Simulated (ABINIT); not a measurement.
# Pt (Im-3m) in ABINIT: settings compared

Aim: see how the results for Pt move with the level of theory and the settings. Levels: LDA, PBEsol, r2SCAN. Tasks: equation of state.

All numbers are computed with ABINIT 10.8.3 (patched build); they aren't measurements. Logs are shortened: lines on timing, memory, paths and dates and some standing lists are left out, and cuts for length are marked. The log counts tension as positive stress, the text compression.

## 1. The crystal as given

Symmetry: Im-3m, No. 229, cubic system. The conventional cell has a = 3.168 Å, b = 3.168 Å, c = 3.168 Å, α = 90.00°, β = 90.00°, γ = 90.00°. Around Pt (site symmetry m-3m) lie 8 Pt at 2.74 Å.

This isn't the form of Pt at room conditions, which is fcc.

## 2. Equation of state, LDA

Contents of run.abi:

```
# Datasets: one volume each
ndtset 7
getwfk -1
scalecart1 3*0.9795861087
scalecart2 3*0.9864848297
scalecart3 3*0.9932883884
scalecart4 3*1.0000000000
scalecart5 3*1.0066227096
scalecart6 3*1.0131594038
scalecart7 3*1.0196128224

# Pseudopotentials
pp_dirpath "./"
pseudos "Pt.LDA_PW-JTH.xml"

# Structure
acell 2.7439495304 2.7439495304 2.7439495304 Angstrom
rprim
    -0.5773502692     0.5773502692     0.5773502692
     0.5773502692    -0.5773502692     0.5773502692
     0.5773502692     0.5773502692    -0.5773502692
ntypat 1
znucl 78
natom 1
typat 1
xred
     0.0000000000     0.0000000000     0.0000000000

# Plane-wave basis
ecut 16.0
pawecutdg 32.0

# k points
kptopt 1
ngkpt 12 12 12
nshiftk 1
shiftk 0.0 0.0 0.0

# Exchange and correlation
ixc 7

# Bands and occupations
nband 9
occopt 3
tsmear 0.05 eV

# SCF cycle
nstep 100
tolvrs 1.0e-9

# Output
iomode 3
prtwf 1
prtden 0
prteig 0
prtebands 0
enunit 2
```

Potentials or basis: JTH PAW LDA v2.0.

Run with:

```sh
$ abinit run.abi > log 2>&1
```

run.abo:

```text
.Version 10.8.3 of ABINIT
 DATASET    1 : space group Im -3 m (#229); Bravais cI (body-center cubic)
================================================================================
 Values of the parameters that define the memory need for DATASET  1.
     intxc =       0    ionmov =       0      iscf =      17    lmnmax =      18
     lnmax =       6     mgfft =      20  mpssoang =       3    mqgrid =    3001
     natom =       1  nloc_mem =       2    nspden =       1   nspinor =       1
    nsppol =       1      nsym =      48    n1xccc =       1    ntypat =       1
    occopt =       3   xclevel =       1
       mpw =         321          nfft =        8000          nkpt =          72
 PAW method is used; the additional fine FFT grid is defined by:
   mgfftf=        27    nfftf =     19683
================================================================================
================================================================================
[... 71 lines left out ...]
 DATASET    7 : space group Im -3 m (#229); Bravais cI (body-center cubic)
================================================================================
 Values of the parameters that define the memory need for DATASET  7.
     intxc =       0    ionmov =       0      iscf =      17    lmnmax =      18
     lnmax =       6     mgfft =      20  mpssoang =       3    mqgrid =    3001
     natom =       1  nloc_mem =       2    nspden =       1   nspinor =       1
    nsppol =       1      nsym =      48    n1xccc =       1    ntypat =       1
    occopt =       3   xclevel =       1
       mpw =         370          nfft =        8000          nkpt =          72
 PAW method is used; the additional fine FFT grid is defined by:
   mgfftf=        30    nfftf =     27000
================================================================================
================================================================================

--------------------------------------------------------------------------------
------------- Echo of variables that govern the present computation ------------
--------------------------------------------------------------------------------
 -outvars: echo values of preprocessed input variables --------
            acell      5.1853131158E+00  5.1853131158E+00  5.1853131158E+00 Bohr
              amu      1.95080000E+02
             ecut      1.60000000E+01 Hartree
           enunit           2
           getwfk          -1
                       outvar_i_n : Printing only first  50 k-points.
              ixc           7
           jdtset        1    2    3    4    5    6    7
                       outvar_i_n : Printing only first  50 k-points.
         kptrlatt       12    0    0      0   12    0      0    0   12
          kptrlen1     6.09535284E+01
          kptrlen2     6.13827927E+01
          kptrlen3     6.18061357E+01
          kptrlen4     6.22237574E+01
          kptrlen5     6.26358473E+01
          kptrlen6     6.30425849E+01
          kptrlen7     6.34441409E+01
            natom           1
            nband           9
           ndtset           7
            ngfft          20      20      20
          ngfftdg1         27      27      27
          ngfftdg2         30      30      30
          ngfftdg3         30      30      30
          ngfftdg4         30      30      30
          ngfftdg5         30      30      30
          ngfftdg6         30      30      30
          ngfftdg7         30      30      30
             nkpt          72
            nstep         100
             nsym          48
           ntypat           1
                       prtocc : prtvol=0, do not print more k-points.
           occopt           3
        pawecutdg      3.20000000E+01 Hartree
           prtden           0
        prtebands           0
           prteig           0
            rprim1    -5.6556430356E-01  5.6556430356E-01  5.6556430356E-01
                       5.6556430356E-01 -5.6556430356E-01  5.6556430356E-01
                       5.6556430356E-01  5.6556430356E-01 -5.6556430356E-01
            rprim2    -5.6954728199E-01  5.6954728199E-01  5.6954728199E-01
                       5.6954728199E-01 -5.6954728199E-01  5.6954728199E-01
                       5.6954728199E-01  5.6954728199E-01 -5.6954728199E-01
            rprim3    -5.7347531844E-01  5.7347531844E-01  5.7347531844E-01
                       5.7347531844E-01 -5.7347531844E-01  5.7347531844E-01
                       5.7347531844E-01  5.7347531844E-01 -5.7347531844E-01
            rprim4    -5.7735026920E-01  5.7735026920E-01  5.7735026920E-01
                       5.7735026920E-01 -5.7735026920E-01  5.7735026920E-01
                       5.7735026920E-01  5.7735026920E-01 -5.7735026920E-01
            rprim5    -5.8117389237E-01  5.8117389237E-01  5.8117389237E-01
                       5.8117389237E-01 -5.8117389237E-01  5.8117389237E-01
                       5.8117389237E-01  5.8117389237E-01 -5.8117389237E-01
            rprim6    -5.8494785453E-01  5.8494785453E-01  5.8494785453E-01
                       5.8494785453E-01 -5.8494785453E-01  5.8494785453E-01
                       5.8494785453E-01  5.8494785453E-01 -5.8494785453E-01
            rprim7    -5.8867373749E-01  5.8867373749E-01  5.8867373749E-01
                       5.8867373749E-01 -5.8867373749E-01  5.8867373749E-01
                       5.8867373749E-01  5.8867373749E-01 -5.8867373749E-01
          spgroup         229
           tolvrs      1.00000000E-09
           tsmear      1.83746611E-03 Hartree
            typat      1
           useylm           1
                       outvars : Printing only first  50 k-points.
            znucl       78.00000

================================================================================

 chkinp: Checking input parameters for consistency, jdtset=   1.

 chkinp: Checking input parameters for consistency, jdtset=   2.

 chkinp: Checking input parameters for consistency, jdtset=   3.

 chkinp: Checking input parameters for consistency, jdtset=   4.
[... 31 lines left out ...]
 getcut: wavevector=  0.0000  0.0000  0.0000  ngfft=  20  20  20
         ecut(hartree)=     16.000   => boxcut(ratio)=   2.19215

 Fine grid specifications (used for densities):

 getcut: wavevector=  0.0000  0.0000  0.0000  ngfft=  27  27  27
         ecut(hartree)=     32.000   => boxcut(ratio)=   2.01306

--- Pseudopotential description ------------------------------------------------
- pspini: atom type   1  psp file is ./Pt.LDA_PW-JTH.xml
 Pseudopotential format is: paw10
 basis_size (lnmax)=  6 (lmn_size= 18), orbitals=   0   0   1   1   2   2
 Spheres core radius: rc_sph= 2.51621648
 Shapefunction is SIN type: shapef(r)=[sin(pi*r/rshp)/(pi*r/rshp)]**2
 Radius for shape functions =  2.25451594
 Compensation charge density is not taken into account in XC energy/potential

   3.06778918E+02                                ecore*ucvol(ha*bohr**3)
--------------------------------------------------------------------------------

================================================================================

--- !BeginCycle
iteration_state: {dtset: 1, }
solver: {iscf: 17, nstep: 100, nline: 4, wfoptalg: 10, }
tolerances: {tolvrs: 1.00E-09, }
...

     iter   Etot(hartree)      deltaE(h)  residm     nres2
 ETOT  1  -27.079989382320    -2.708E+01 3.943E-01 7.005E+00
 ETOT  2  -27.213331877542    -1.333E-01 2.482E-02 3.810E+00
 ETOT  3  -27.185464147390     2.787E-02 7.625E-03 5.116E-01
 ETOT  4  -27.186031900227    -5.678E-04 2.829E-03 2.925E-01
 ETOT  5  -27.184845892635     1.186E-03 9.616E-04 5.950E-02
 ETOT  6  -27.184957474697    -1.116E-04 7.877E-04 4.626E-02
 ETOT  7  -27.185040914301    -8.344E-05 4.639E-04 6.692E-02
 ETOT  8  -27.187604920862    -2.564E-03 4.207E-04 7.525E-01
 ETOT  9  -27.184797553767     2.807E-03 3.113E-04 9.326E-03
 ETOT 10  -27.185154096328    -3.565E-04 1.367E-04 8.874E-02
[... 1299 lines left out ...]
 Cartesian components of stress tensor (hartree/bohr^3)
  sigma(1 1)=  8.84225190E-04  sigma(3 2)=  0.00000000E+00
  sigma(2 2)=  8.84225190E-04  sigma(3 1)=  0.00000000E+00
  sigma(3 3)=  8.84225190E-04  sigma(2 1)=  0.00000000E+00

-Cartesian components of stress tensor (GPa)         [Pressure= -2.6015E+01 GPa]
- sigma(1 1)=  2.60148032E+01  sigma(3 2)=  0.00000000E+00
- sigma(2 2)=  2.60148032E+01  sigma(3 1)=  0.00000000E+00
- sigma(3 3)=  2.60148032E+01  sigma(2 1)=  0.00000000E+00

== END DATASET(S) ==============================================================
================================================================================

 -outvars: echo values of variables after computation  --------
            acell      5.1853131158E+00  5.1853131158E+00  5.1853131158E+00 Bohr
           etotal1    -2.7184859997E+01
           etotal2    -2.7184633095E+01
           etotal3    -2.7184003001E+01
           etotal4    -2.7183021641E+01
           etotal5    -2.7181734117E+01
           etotal6    -2.7180179319E+01
           etotal7    -2.7178393708E+01
            fcart1    -0.0000000000E+00 -0.0000000000E+00 -0.0000000000E+00
            fcart2    -0.0000000000E+00 -0.0000000000E+00 -0.0000000000E+00
            fcart3    -0.0000000000E+00 -0.0000000000E+00 -0.0000000000E+00
            fcart4    -0.0000000000E+00 -0.0000000000E+00 -0.0000000000E+00
            fcart5    -0.0000000000E+00 -0.0000000000E+00 -0.0000000000E+00
            fcart6    -0.0000000000E+00 -0.0000000000E+00 -0.0000000000E+00
            fcart7    -0.0000000000E+00 -0.0000000000E+00 -0.0000000000E+00
            rprim1    -5.6556430356E-01  5.6556430356E-01  5.6556430356E-01
                       5.6556430356E-01 -5.6556430356E-01  5.6556430356E-01
                       5.6556430356E-01  5.6556430356E-01 -5.6556430356E-01
            rprim2    -5.6954728199E-01  5.6954728199E-01  5.6954728199E-01
                       5.6954728199E-01 -5.6954728199E-01  5.6954728199E-01
                       5.6954728199E-01  5.6954728199E-01 -5.6954728199E-01
            rprim3    -5.7347531844E-01  5.7347531844E-01  5.7347531844E-01
                       5.7347531844E-01 -5.7347531844E-01  5.7347531844E-01
[... 9 lines left out ...]
                       5.8494785453E-01  5.8494785453E-01 -5.8494785453E-01
            rprim7    -5.8867373749E-01  5.8867373749E-01  5.8867373749E-01
                       5.8867373749E-01 -5.8867373749E-01  5.8867373749E-01
                       5.8867373749E-01  5.8867373749E-01 -5.8867373749E-01
           strten1     3.0925677439E-06  3.0925677439E-06  3.0925677439E-06
                       0.0000000000E+00  0.0000000000E+00  0.0000000000E+00
           strten2     2.0799833154E-04  2.0799833154E-04  2.0799833154E-04
                       0.0000000000E+00  0.0000000000E+00  0.0000000000E+00
           strten3     3.8305802558E-04  3.8305802558E-04  3.8305802558E-04
                       0.0000000000E+00  0.0000000000E+00  0.0000000000E+00
           strten4     5.3508457774E-04  5.3508457774E-04  5.3508457774E-04
                       0.0000000000E+00  0.0000000000E+00  0.0000000000E+00
           strten5     6.6845811110E-04  6.6845811110E-04  6.6845811110E-04
                       0.0000000000E+00  0.0000000000E+00  0.0000000000E+00
           strten6     7.8359606359E-04  7.8359606359E-04  7.8359606359E-04
                       0.0000000000E+00  0.0000000000E+00  0.0000000000E+00
           strten7     8.8422518977E-04  8.8422518977E-04  8.8422518977E-04
                       0.0000000000E+00  0.0000000000E+00  0.0000000000E+00
 Calculation completed.
```

It took 47 s on 1 thread of Arm Neoverse V2, shared host; peak memory 0.11 GiB.

Results:

```yaml
Equilibrium_volume: "14.95 Å³/atom (rough: see the caveat)"
Bulk_modulus: 297 GPa (rough)
```

Energy against volume, from the lowest point:
| volume (Å³/atom) | energy (meV/atom) |
| --- | --- |
| 14.950 | 0.00 |
| 15.268 | 6.17 |
| 15.586 | 23.32 |
| 15.904 | 50.02 |
| 16.222 | 85.06 |
| 16.540 | 127.37 |
| 16.858 | 175.96 |

Caveat: pressures at fixed basis lie under the slope of the energies; the minimum lies outside the volumes run. The run has no spin-orbit coupling, so splittings on Pt are missing.

## 3. Equation of state, PBEsol

run.abi: that of step 2 with these lines changed.

```diff
@@ -13,3 +13,3 @@
 pp_dirpath "./"
-pseudos "Pt.LDA_PW-JTH.xml"
+pseudos "Pt.GGA_PBE-JTH.xml"
 
@@ -31,2 +31,3 @@
 pawecutdg 32.0
+pawxcdev 0
 
@@ -39,3 +40,3 @@
 # Exchange and correlation
-ixc 7
+ixc -116133
```

Potentials or basis: JTH PAW PBE v2.0.

Run with:

```sh
$ abinit run.abi > log 2>&1
```

run.abo:

```text
.Version 10.8.3 of ABINIT
 DATASET    1 : space group Im -3 m (#229); Bravais cI (body-center cubic)
================================================================================
 Values of the parameters that define the memory need for DATASET  1.
     intxc =       0    ionmov =       0      iscf =      17    lmnmax =      18
     lnmax =       6     mgfft =      20  mpssoang =       3    mqgrid =    3001
     natom =       1  nloc_mem =       2    nspden =       1   nspinor =       1
    nsppol =       1      nsym =      48    n1xccc =       1    ntypat =       1
    occopt =       3   xclevel =       2
       mpw =         321          nfft =        8000          nkpt =          72
 PAW method is used; the additional fine FFT grid is defined by:
   mgfftf=        27    nfftf =     19683
================================================================================
================================================================================
[... 71 lines left out ...]
 DATASET    7 : space group Im -3 m (#229); Bravais cI (body-center cubic)
[... 1459 lines left out ...]
            fcart6    -0.0000000000E+00 -0.0000000000E+00 -0.0000000000E+00
            fcart7    -0.0000000000E+00 -0.0000000000E+00 -0.0000000000E+00
            rprim1    -5.6556430356E-01  5.6556430356E-01  5.6556430356E-01
                       5.6556430356E-01 -5.6556430356E-01  5.6556430356E-01
                       5.6556430356E-01  5.6556430356E-01 -5.6556430356E-01
[... 17 lines left out ...]
                       5.8867373749E-01  5.8867373749E-01 -5.8867373749E-01
           strten1    -2.1854913057E-04 -2.1854913057E-04 -2.1854913057E-04
                       0.0000000000E+00  0.0000000000E+00  0.0000000000E+00
           strten2    -3.3876001472E-06 -3.3876001472E-06 -3.3876001472E-06
                       0.0000000000E+00  0.0000000000E+00  0.0000000000E+00
           strten3     1.8125291744E-04  1.8125291744E-04  1.8125291744E-04
                       0.0000000000E+00  0.0000000000E+00  0.0000000000E+00
           strten4     3.4214910636E-04  3.4214910636E-04  3.4214910636E-04
                       0.0000000000E+00  0.0000000000E+00  0.0000000000E+00
           strten5     4.8389298011E-04  4.8389298011E-04  4.8389298011E-04
                       0.0000000000E+00  0.0000000000E+00  0.0000000000E+00
           strten6     6.0673323473E-04  6.0673323473E-04  6.0673323473E-04
                       0.0000000000E+00  0.0000000000E+00  0.0000000000E+00
           strten7     7.1463003691E-04  7.1463003691E-04  7.1463003691E-04
                       0.0000000000E+00  0.0000000000E+00  0.0000000000E+00
 Calculation completed.
```

It took 72 s on 1 thread of Arm Neoverse V2, shared host; peak memory 0.13 GiB.

What came out:

```yaml
Equilibrium_volume: 15.28 Å³/atom
Bulk_modulus: 278 GPa
Pressure_derivative_of_the_bulk_modulus: 5.4
```

Energy against volume, from the lowest point:
```
volume (Å³/atom)  energy (meV/atom)
          14.950               6.44
          15.268               0.00
          15.586               5.10
          15.904              20.29
          16.222              44.32
          16.540              76.08
          16.858             114.56
```

Caveat: pressures at fixed basis lie under the slope of the energies; the PAW data sets were made with another functional, which shifts forces and pressure a little. Spin-orbit coupling is left out, which matters for the levels of Pt.

[end of part 1 of 2]
